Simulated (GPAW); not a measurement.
Crystal: HgTe (Coloradoite).

```xyz
2
Lattice="0.0000 3.2145 3.2145 3.2145 0.0000 3.2145 3.2145 3.2145 0.0000" Properties=species:S:1:pos:R:3 pbc="T T T"
Hg    0.0000    0.0000    0.0000
Te    1.6073    1.6073    1.6073
```

Base run:

```yaml
Program: GPAW 26.7.0
Functional: LDA
Potentials_or_basis: the program's PAW data sets (release 1.2.1) made for this functional, other valence
Cutoff: 450 eV
Basis: pw
k_mesh: 6 × 6 × 6
Occupations: fermi-dirac, width 0.05 eV
Spin: no spin polarisation
```

Its results: pressure -0.2 GPa.

Problem. The run is repeated on the same cell with these changes: potentials or basis from the program's PAW data sets (release 1.2.1) made for this functional, other valence to JTH PAW 2.0, LDA; cutoff from 450 eV to 600 eV; data set from Te 16 to Hg jth, Te jth; valence electrons from 34 to 18. What comes out?

Solution. Pressure 0.5 GPa.

Caveats: the cutoff is short for stress and forces, so pressures can be off by a GPa or more (some runs); the program truncates these outside data sets (some runs).

Not every run made on this cell is shown here.
